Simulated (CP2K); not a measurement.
A run of CP2K 2026.2:

File snse_scf.inp:

```
&GLOBAL
  PROJECT snse_scf
  RUN_TYPE ENERGY_FORCE
  PRINT_LEVEL LOW
&END GLOBAL
&FORCE_EVAL
  METHOD QS
  STRESS_TENSOR ANALYTICAL
  &DFT
    BASIS_SET_FILE_NAME BASIS_MOLOPT_UZH
    POTENTIAL_FILE_NAME POTENTIAL_UZH
    &MGRID
      CUTOFF 450
      REL_CUTOFF 60
      NGRIDS 5
    &END MGRID
    &QS
      METHOD GPW
      EPS_DEFAULT 1.0E-10
    &END QS
    &KPOINTS
      SCHEME MONKHORST-PACK 8 8 8
      GAMMA_CENTERED T
      SYMMETRY T
      SYMMETRY_BACKEND SPGLIB
    &END KPOINTS
    &SCF
      SCF_GUESS ATOMIC
      EPS_SCF 1.0E-6
      MAX_SCF 100
      ADDED_MOS 10
      CHOLESKY OFF
      EPS_EIGVAL 1.0E-7
      &DIAGONALIZATION ON
        ALGORITHM STANDARD
      &END DIAGONALIZATION
      &MIXING ON
        METHOD BROYDEN_MIXING
        ALPHA 0.4
        BETA 1.5
        NBUFFER 8
      &END MIXING
      &SMEAR ON
        METHOD GAUSSIAN
        SIGMA [eV] 0.05
      &END SMEAR
    &END SCF
    &XC
      &XC_FUNCTIONAL
        &GGA_X_RPBE
        &END GGA_X_RPBE
        &GGA_C_PBE
        &END GGA_C_PBE
      &END XC_FUNCTIONAL
    &END XC
    &PRINT
      &KPOINTS ON
      &END KPOINTS
      &MULLIKEN ON
      &END MULLIKEN
      &MO ON
        ENERGIES T
        OCCUPATION_NUMBERS T
        &EACH
          QS_SCF 0
        &END EACH
        ADD_LAST NUMERIC
      &END MO
      &LOWDIN ON
      &END LOWDIN
      &HIRSHFELD ON
        SHAPE_FUNCTION DENSITY
      &END HIRSHFELD
    &END PRINT
  &END DFT
  &SUBSYS
    &CELL
      A 4.2567828227 0.0000000000 0.0000000000
      B 2.1283914114 3.6864820629 0.0000000000
      C 2.1283914114 1.2288273543 3.4756486205
      PERIODIC XYZ
    &END CELL
    &COORD
      Sn  0.0000000000 0.0000000000 0.0000000000
      Se  4.2567828227 2.4576547086 1.7378243102
    &END COORD
    &KIND Sn
      BASIS_SET TZVP-MOLOPT-PBE-GTH-q4
      POTENTIAL GTH-PBE-q4
    &END KIND
    &KIND Se
      BASIS_SET TZVP-MOLOPT-PBE-GTH-q6
      POTENTIAL GTH-PBE-q6
    &END KIND
    &PRINT
      &ATOMIC_COORDINATES ON
      &END ATOMIC_COORDINATES
      &CELL ON
      &END CELL
    &END PRINT
  &END SUBSYS
  &PRINT
    &FORCES ON
    &END FORCES
    &STRESS_TENSOR ON
    &END STRESS_TENSOR
  &END PRINT
&END FORCE_EVAL
```

Potentials or basis: POTENTIAL_UZH Sn GTH-PBE-q4, Se GTH-PBE-q6; TZVP-MOLOPT-PBE-GTH basis.

Launch:

```sh
$ OMP_NUM_THREADS=1 cp2k.psmp -i snse_scf.inp -o snse_scf.out
```

Hardware: 1 thread of Arm Neoverse V1 (shared host).

Problem. How long does it take, and how much memory?

Solution. It took 17 s on 1 thread of Arm Neoverse V1, on a shared host, peak memory 0.3 GiB. Counts: scf iterations 13, k points 29, basis 34, bands 15, force evaluations 1.
